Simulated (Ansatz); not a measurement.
# CoSi2: the cost of one run

Computed with Ansatz 0.2.0 (DFT PBEsol, scalar-relativistic, plane waves, PAW, unless a step's input says otherwise).

8 further runs of the same task are left out: 1 for a known fault of the program, 7 set aside as unsound or not needed.

## (1) The system as given

It takes space group Fm-3m (No. 225, cubic). The conventional cell has a = 5.365 Å, b = 5.365 Å, c = 5.365 Å, α = 90.00°, β = 90.00°, γ = 90.00°. Around Co (site symmetry m-3m) lie 8 Si at 2.32 Å. Around Si (site symmetry -43m) lie 4 Co at 2.32 Å.

Structure file:

```cif
data_structure
_symmetry_space_group_name_H-M 'P 1'
_symmetry_Int_Tables_number 1
_cell_length_a 3.7936
_cell_length_b 3.7936
_cell_length_c 3.7936
_cell_angle_alpha 60.000
_cell_angle_beta 60.000
_cell_angle_gamma 60.000
_cell_volume 38.61
loop_
_atom_site_label
_atom_site_type_symbol
_atom_site_fract_x
_atom_site_fract_y
_atom_site_fract_z
_atom_site_occupancy
Co1 Co 0.00000 0.00000 0.00000 1
Si1 Si 0.25000 0.25000 0.25000 1
Si2 Si 0.75000 0.75000 0.75000 1
```

The structure comes from the Crystallography Open Database.

## (6) Plan of the scan

The energy is mapped over two normal modes frozen in (zone-centre modes of the cell shown).

First coordinate, amplitude of mode 4 (344 cm⁻¹), largest displacement: 7 values from −0.112 Å. Second coordinate, amplitude of mode 8 (347 cm⁻¹), largest displacement: 7 values from −0.155 Å.

Nothing else is relaxed (the cell and all other modes fixed). Energies count from the relaxed high-symmetry cell. Points are written as (first, second).

The patterns, per unit of each coordinate (Å):

| atom | x1 | y1 | z1 | x2 | y2 | z2 |
| --- | --- | --- | --- | --- | --- | --- |
| Co1 | 0.953 | 0.000 | 0.000 | 0.000 | 0.000 | 0.000 |
| Si2 | -1.000 | 0.000 | 0.000 | 0.000 | 1.000 | 0.000 |
| Si3 | -1.000 | 0.000 | 0.000 | 0.000 | -1.000 | 0.000 |

(The set-up runs are not shown.)

## (7) The run at (−0.112 Å, −0.155 Å)

input.yaml

```yaml
crystal:
  lattice:
    - [0.0, 2.6563531747, 2.6563531747]
    - [2.6563531747, 0.0, 2.6563531747]
    - [2.6563531747, 2.6563531747, 0.0]
  atoms:
    - { symbol: Co, position: [0.0200930866, -0.0200930866, -0.0200930866] }
    - { symbol: Si, position: [0.1997431286, 0.3002568714, 0.2419061967] }
    - { symbol: Si, position: [0.7580938033, 0.7419061967, 0.8002568714] }
basis:
  ecutwfc: 520.0
kpoints:
  mp_grid: { grid: [14, 14, 14] }
hamiltonian:
  xc: pbesol
  pseudopotentials: { kind: paw, azcp: { folder: soft_1 } }
scf:
  occupations: { method: gaussian, width: 0.15 }
output:
  forces: true
  stress: true
  eigenvalues: true
```

Run with:

```
> ansatz run input.yaml --threads 2 --pin off --max-ram 4096MiB --backend cpu --events-out ev --progress --plain --runs-dir out
```

**Question.** How long does this run take on 2 threads of Arm Neoverse N1, shared host, and how much memory does it need?

About 60 s, with a peak of 0.88 GiB.
